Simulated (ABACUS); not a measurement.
# CdO (Monteponite) under changes of volume

One of the cells (12.970 Å³/atom); the others are scaled copies at fixed shape and fractional positions:

```xyz
2
Lattice="0.0000 2.3495 2.3495 2.3495 0.0000 2.3495 2.3495 2.3495 0.0000" Properties=species:S:1:pos:R:3 pbc="T T T"
Cd    0.0000    0.0000    0.0000
O     2.3495    2.3495    2.3495
```

- Program: ABACUS 3.10.1
- Functional: PBEsol
- Potentials or basis: PseudoDojo NC SR 0.4.1 PBEsol standard
- Cutoff: 1401 eV
- Density cutoff: 5606 eV
- Basis: plane waves
- k mesh: 10 × 10 × 10
- Occupations: fermi-dirac, width 0.05 eV
- Spin: no spin polarisation

```csv
volume (Å³/atom),energy over the lowest point (meV/atom),pressure (GPa)
12.191,19.68,9.3
12.451,?,?
12.710,1.20,2.2
12.970,0.00,-0.8
13.229,3.38,-3.4
13.488,10.84,-5.8
13.748,21.92,-8.0
```

Q: What does the run at 12.451 Å³/atom give?

A: Energy over the lowest point 7.55 meV/atom; pressure 5.6 GPa.

Worked out: A Birch-Murnaghan fit of order 3 (a polynomial in V^(-2/3)) to the other rows has its minimum at 12.90 Å³/atom with B0 = V·E''(V) = 145 GPa and B' = 4.8. It gives 7.52 meV/atom at 12.451 Å³/atom, against the run's 7.55, and -dE/dV = 5.6 GPa, against 5.6.

Energies are extrapolated to zero smearing.
